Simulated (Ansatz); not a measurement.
**Phases of W at 190 GPa**

Structure types of W are relaxed in primitive cells with their symmetry kept at 190 GPa, first on PAW files, then by LAPW. The enthalpy is E + pV at zero temperature, without zero-point motion. Only the types listed were tried, and differences under about 5 meV/atom are mesh noise.

Computed with Ansatz 0.2.0; functional PBE, scalar-relativistic. Settings: Fermi–Dirac smearing of 0.1 eV, no spin polarisation. Methods: LAPW: all electrons, basis error target 0.5 meV/atom; PAW: frozen-core files, cutoff 420 eV.

k meshes: fcc 18×18×18, bcc 19×19×19, hcp 17×17×9, diamond 14×14×14, beta tin 18×18×18, sc 16×16×16.

Spin–orbit coupling is left out, which matters for the heavy atoms.

```json
{"start type": "fcc", "ends as": "fcc, Fm-3m", "a, b, c (Å)": "3.597, 3.597, 3.597", "V (Å³/atom)": "11.63", "H − H(lowest), LAPW (meV/atom)": "599.9"}
{"start type": "bcc", "ends as": "bcc, Im-3m", "a, b, c (Å)": "2.856, 2.856, 2.856", "V (Å³/atom)": "11.65", "H − H(lowest), LAPW (meV/atom)": "0.0"}
{"start type": "hcp", "ends as": "hcp, P6_3/mmc", "a, b, c (Å)": "2.553, 2.553, 4.105", "V (Å³/atom)": "11.59", "H − H(lowest), LAPW (meV/atom)": "?"}
{"start type": "diamond", "ends as": "diamond, Fd-3m", "a, b, c (Å)": "4.862, 4.862, 4.862", "V (Å³/atom)": "14.37", "H − H(lowest), LAPW (meV/atom)": "?"}
{"start type": "beta tin", "ends as": "beta tin, I4_1/amd", "a, b, c (Å)": "4.498, 4.498, 2.376", "V (Å³/atom)": "12.01", "H − H(lowest), LAPW (meV/atom)": "1941.2"}
{"start type": "sc", "ends as": "sc, Pm-3m", "a, b, c (Å)": "2.312, 2.312, 2.312", "V (Å³/atom)": "12.36", "H − H(lowest), LAPW (meV/atom)": "2816.0"}
```

**Question.** Give the missing entry: row "diamond", column "H − H(lowest), LAPW (meV/atom)".

**Answer.** 7727.3.

**Question.** Fill in "H − H(lowest), LAPW (meV/atom)" for the row "hcp".

**Answer.** 638.7.

**Question.** Split the lead of bcc over fcc into energy and pV.

**Answer.** For fcc less bcc: ΔE = +617.8 meV/atom, and p·ΔV = 190 GPa × -0.0151 Å³ × 6.242 meV/(GPa·Å³) = -17.9 meV/atom, together 599.9 meV/atom. bcc wins by its internal energy, though it is the less dense.
